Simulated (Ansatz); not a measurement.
Input and command of a calculation in Ansatz (plane waves; scalar-relativistic PAW potentials unless the input names others):

```yaml
crystal:
  lattice:
    - [4.5637745395, 0.0, 0.0]
    - [0.0, 4.5637745395, 0.0]
    - [0.0, 0.0, 4.2979235955]
  atoms:
    - { symbol: Co, position: [0.1450189122, 0.1450189122, 0.1450189122] }
    - { symbol: Co, position: [0.3549810878, 0.8549810878, 0.6450189122] }
    - { symbol: Co, position: [0.6450189122, 0.3549810878, 0.8549810878] }
    - { symbol: Co, position: [0.8549810878, 0.6450189122, 0.3549810878] }
    - { symbol: Si, position: [0.8431597104, 0.8431597104, 0.8431597104] }
    - { symbol: Si, position: [0.6568402896, 0.1568402896, 0.3431597104] }
    - { symbol: Si, position: [0.3431597104, 0.6568402896, 0.1568402896] }
    - { symbol: Si, position: [0.1568402896, 0.3431597104, 0.6568402896] }
basis:
  ecutwfc: 420
kpoints:
  mp_grid: { grid: [10, 10, 10] }
hamiltonian:
  xc: pbe
scf:
  occupations: { method: gaussian, width: 0.15 }
  max_iter: 60
output:
  forces: true
  eigenvalue: true
  stress: true
```

```bash
ansatz run input.yaml --threads 2 --pin off --max-ram 5120MiB --backend cpu --events-out ev --progress --plain --runs-dir out
```

What is wrong with this input?

The program refuses it, because of a misspelt key (the key output.eigenvalues typed as eigenvalue). With the key spelt rightly it is accepted.

Abridged log:
```
Error: YAML parse error: error: line 26 column 3: unknown field `eigenvalue`, expected one of write_density, write_potential, write_potential_components, volumetric_format, write_bands, fatbands, populations, hubbard, elf, band_densities, bader, dos, optics, efg, charged_corrections, wannier, polarization, topological_invariants, transmission, current_voltage, crpa, pair_interaction, rpa_energy, embedding, core_levels, xc_energy_on_converged_density, boltztrap, local_orbitals, orbitals, eigenstates, states_by_energy, atomic_orbital_hamiltonian, active_space, given_orbital_levels, support_matri ...
  --> <input>:26:3
   |
24 | output:
25 |   forces: true
26 |   eigenvalue: true
   |   ^ unknown field `eigenvalue`, expected one of write_density, write_potential, write_potential_components, volumetric_format, write_bands, fatbands, populations, hubbard, elf, band_densities, bader, dos, optics, efg, charged_corrections, wannier, polarization, topological_invariants, transmission, current_voltage, crpa, pair_interaction, rpa_energy, embedding, core_levels, xc_energy_on_converged_density, boltztrap, local_orbitals, orbitals, eigenstates, states_by_energy, atomic_orbital_hamiltonian, active_space, given_orbital_levels, support_matrices, forces, stress, cutoff_correction, e ...
27 |   stress: true
   |
```